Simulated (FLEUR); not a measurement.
Runs of FLEUR MaX-R8.1 (later development tree) on SnSe. Symmetry: Fm-3m, No. 225, cubic system. The conventional cell has a = 6.020 Å, b = 6.020 Å, c = 6.020 Å, α = 90.00°, β = 90.00°, γ = 90.00°. Around Sn (site symmetry m-3m) lie 6 Se at 3.01 Å. Se (site symmetry m-3m) has 6 Sn at 3.01 Å as nearest neighbours. Measurements of this composition are mostly on another form, of space group No. 62.

| task | level | muffin-tin radii | lmax | lnonsphr | max iterations | mixing factor | gap on the mesh (eV) | V0 of scaled cells (Å³/atom) | B0 (GPa) |
| --- | --- | --- | --- | --- | --- | --- | --- | --- | --- |
| equation of state | SCAN | Sn 2.63, Se 2.48 bohr | Sn 10, Se 10 | Sn 10, Se 10 | - | - | - | 27.18 | 53 |
| equation of state | PBEsol | Sn 2.63, Se 2.48 bohr | Sn 11, Se 10 | - | - | - | - | 26.28 | (a) |
| band structure | SCAN | Sn 2.66, Se 2.56 bohr | Sn 10, Se 10 | Sn 10, Se 10 | 80 | 0.05 | 0.44 | - | - |
| band structure | SCAN | Sn 2.66, Se 2.56 bohr | Sn 11, Se 10 | - | 60 | 0.05 | 0.44 | - | - |

Alike in all rows: potentials or basis all-electron, FLAPW; no spin polarisation; cell as given; k mesh 8 × 8 × 8; smearing fermi-dirac 0.05 eV; kmax 4.1 1/bohr.

Problem. Fill in the values left out.

Solution. (a) 56.

Caveats: the meta-GGA is that of a development version, with a GGA for the radial functions and cores and without core tails (some runs); spin-orbit coupling is left out, which moves the levels of the heavy elements (some runs); the mesh misses the band edges, which the band path finds closer together (some runs).

A k mesh can miss the band edges, and the runs leave out spin-orbit coupling on Se, Sn.

Not every run made on this cell is shown here.
